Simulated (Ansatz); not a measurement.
# WSe2: the cost of one run

Computed with Ansatz 0.2.0 (DFT LDA, scalar-relativistic, plane waves, PAW, unless a step's input says otherwise).

**1. The system as given**

The structure is hexagonal, space group P-6m2 (No. 187). Conventional cell: a = 3.247 Å, b = 3.247 Å, c = 16.660 Å, α = 90.00°, β = 90.00°, γ = 120.00°. W (site symmetry -6m2) is surrounded by 6 Se at 2.51 Å. Se (site symmetry 3m) has 3 W at 2.51 Å as nearest neighbours.

As a file:

```
CELL_PARAMETERS angstrom
3.24739 0.00000 0.00000
-1.62369 2.81232 0.00000
0.00000 0.00000 16.66031
ATOMIC_POSITIONS crystal
W 0.00000 0.00000 0.00000
Se 0.33333 0.66667 0.09993
Se 0.33333 0.66667 0.90007
```

It goes back to an entry of the Materials Project, which need not be the stable form.

This cell was relaxed beforehand with the same method: volume 50.72 Å³/atom, gap on the mesh 1.75 eV.

**2. The grid**

The energy is mapped over a normal mode and a strain (zone-centre modes of the cell shown) (x along [1 0 0], y along [1 2 0], z along [0 0 1] of the conventional cell).

The axes are (1) amplitude of mode 9 (313 cm⁻¹), largest displacement in the unstrained cell: 7 values from −0.06 Å; (2) equal normal strain along x and y: 7 values from −4.00 %.

Nothing else is relaxed (the pattern is fixed in fractional coordinates). Energies count from the relaxed high-symmetry cell. Points are written as (first, second).

The modes come from a phonon run on the reference cell, made beforehand.

Displacement patterns for an amplitude of 1 (Å):

```
atom     x1     y1      z1
  W1  0.000  0.000   0.859
 Se2  0.000  0.000  -1.000
 Se3  0.000  0.000  -1.000
```

**3. Point (−0.04 Å, −4.00 %)**

Input file input.yaml:

```yaml
crystal:
  lattice:
    - [3.1174922976, 0.0, 0.0]
    - [-1.5587461488, 2.6998275258, 0.0]
    - [0.0, 0.0, 16.6603124568]
  atoms:
    - { symbol: W, position: [0.0, 0.0, -0.0020626924] }
    - { symbol: Se, position: [0.3333333333, 0.6666666667, 0.1023289438] }
    - { symbol: Se, position: [0.3333333333, 0.6666666667, 0.902472887] }
basis:
  ecutwfc: 420
kpoints:
  mp_grid: { grid: [9, 9, 2] }
hamiltonian:
  xc: lda
  pseudopotentials: { kind: paw, azcp: { folder: soft_1 } }
scf:
  occupations: { method: gaussian, width: 0.05 }
output:
  forces: true
  stress: true
  eigenvalues: true
```

Run with:

```bash
> ansatz run input.yaml --threads 1 --pin off --max-ram 2048MiB --backend cpu --events-out ev --progress --plain --runs-dir out
```

What time and memory should one allow on 1 thread of Arm Neoverse N1, shared host?

About 16 s, with a peak of 0.35 GiB.
